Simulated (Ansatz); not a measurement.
A 2-atom cell of CsCl (Pm-3m) from a materials database, relaxed with r2SCAN, was run in Ansatz under altered settings. All numbers are computed, without spin polarisation but where a row says otherwise.

```xyz
2
Lattice="4.1368 0.0000 0.0000 0.0000 4.1368 0.0000 0.0000 0.0000 4.1368" Properties=species:S:1:pos:R:3 pbc="T T T"
Cs    0.0000    0.0000    0.0000
Cl    2.0684    2.0684    2.0684
```

The base run's other keys:
```yaml
kpoints:
  mp_grid: { grid: [4, 4, 4] }
hamiltonian:
  xc: hse06
scf:
  occupations: { method: fixed }
  n_extra_bands: 4
```

It takes 10 iterations with 1357 plane waves at 420 eV and 10 k points, and leaves a mean stress of +0.48 GPa. The gap over this mesh is 6.540 eV. It ran on 4 threads of Arm Neoverse V2, on a shared host.

Outcomes, with energy and stress as changes against the base:
```
                                    setting            outcome  ΔF (meV/atom)  Δ mean stress (GPa)  gap on the mesh (eV)  iterations  wall time
  PBE hybrid, exx coeff 0.15, omega 0.1 1/Å          converged              –                 +0.1                 6.218           9      6.9 s
PBE hybrid, exx coeff 1.0, omega 0.2078 1/Å          converged              –                 -1.2                10.663          16      8.7 s
                         basis.ecutwfc: 250  converged, warned            +47                  0.0                 6.536          10      4.3 s
```
A dash marks a value that wasn't obtained or can't be compared. Stress is positive in compression. The base took 7 s.

- PBE hybrid, exx coeff 0.15, omega 0.1 1/Å. That is 15 % exact exchange, screened with ω = 0.1 1/Å, against HSE06's 25 % screened at 0.208 1/Å. The mean stress moves by +0.1 GPa and the gap on the mesh by -0.322 eV (to 6.218). Totals of different functionals aren't comparable. The program warns that on this mesh the truncation of the exchange isn't bounded, so part of the change can be an error of the mesh.
- PBE hybrid, exx coeff 1.0, omega 0.2078 1/Å. That is 100 % exact exchange, screened with ω = 0.2078 1/Å, against HSE06's 25 % screened at 0.208 1/Å. The mean stress moves by -1.2 GPa and the gap on the mesh by +4.123 eV (to 10.663). Totals of different functionals aren't comparable.
- basis.ecutwfc: 250. 619 plane waves in place of 1357. The free energy moves by +47 meV an atom, the mean stress by 0.0 GPa and the gap on the mesh by -0.004 eV (to 6.536). The basis is too small: these are errors of the cutoff. Warned: cutoff below recommended.

The runs are scalar-relativistic, without spin-orbit coupling.

The stress of a hybrid is loosely converged in these runs.

The meshes of the hybrids are coarse, so their gaps aren't converged to the digits shown.
